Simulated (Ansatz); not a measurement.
Set up this calculation in Ansatz 0.2.0, as the native input.

- Task: relaxation of cell and atoms
- Functional: PBE
- Potentials or basis: Ansatz PAW earlier set
- Cutoff: 770 eV
- Density cutoff: 3080 eV
- k mesh: 11 × 11 × 11
- Occupations: fermi-dirac, width 0.05 eV
- Spin: no spin polarisation

NbP:

```
CELL_PARAMETERS angstrom
-1.67492 1.67492 5.74011
1.67492 -1.67492 5.74011
1.67492 1.67492 -5.74011
ATOMIC_POSITIONS crystal
Nb 0.24988 0.74988 0.50000
Nb 0.49988 0.49988 0.00000
P 0.83275 0.33275 0.50000
P 0.08275 0.08275 0.00000
```

The cell is a database's computed one.

These files were run (other wordings do the same):

input.yaml

```yaml
crystal:
  lattice:
    - [-1.6749232544, 1.6749232544, 5.7401081759]
    - [1.6749232544, -1.6749232544, 5.7401081759]
    - [1.6749232544, 1.6749232544, -5.7401081759]
  atoms:
    - { symbol: Nb, position: [0.2498808, 0.7498808, 0.5] }
    - { symbol: Nb, position: [0.4998808, 0.4998808, 0.0] }
    - { symbol: P, position: [0.83274777, 0.33274777, 0.5] }
    - { symbol: P, position: [0.08274777, 0.08274777, 0.0] }
hamiltonian:
  xc: pbe
  pseudopotentials: { kind: paw, level: accurate }
kpoints:
  mp_grid: { grid: [11, 11, 11] }
scf:
  occupations: { method: fermi_dirac, width: 0.05 }
output:
  forces: true
  stress: true
  eigenvalues: true
relax:
  f_tol: 0.01
  max_steps: 40
  cell: { stress_tol: 0.05 }
```

Potentials or basis: Ansatz PAW earlier set.

Run with:

```sh
$ ansatz run input.yaml --threads 2 --pin off --max-ram 5632MiB --backend cpu --events-out ev --progress --plain --runs-dir out
```

Results of the run:

* Relaxed volume: 16.01 Å³/atom
* Relaxed cell: a = 6.185 Å, b = 6.185 Å, c = 6.185 Å, α = 148.60°, β = 148.60°, γ = 44.99°
* Space group after relaxing (to 0.05 Å): I4_1md (No. 109)
* Energy gained by relaxing: 0.4 meV/atom
* Ionic steps: 4
* Pressure after relaxing: 0.0 GPa
* Band gap on the k mesh: none (metal or under the smearing width)

Caveat: the plane-wave basis is chosen anew once the cell has moved, so the energies of steps on either side of that aren't comparable.

It took 98 s on 2 threads of Arm Neoverse V1, with other jobs on the host, peak memory 0.69 GiB.
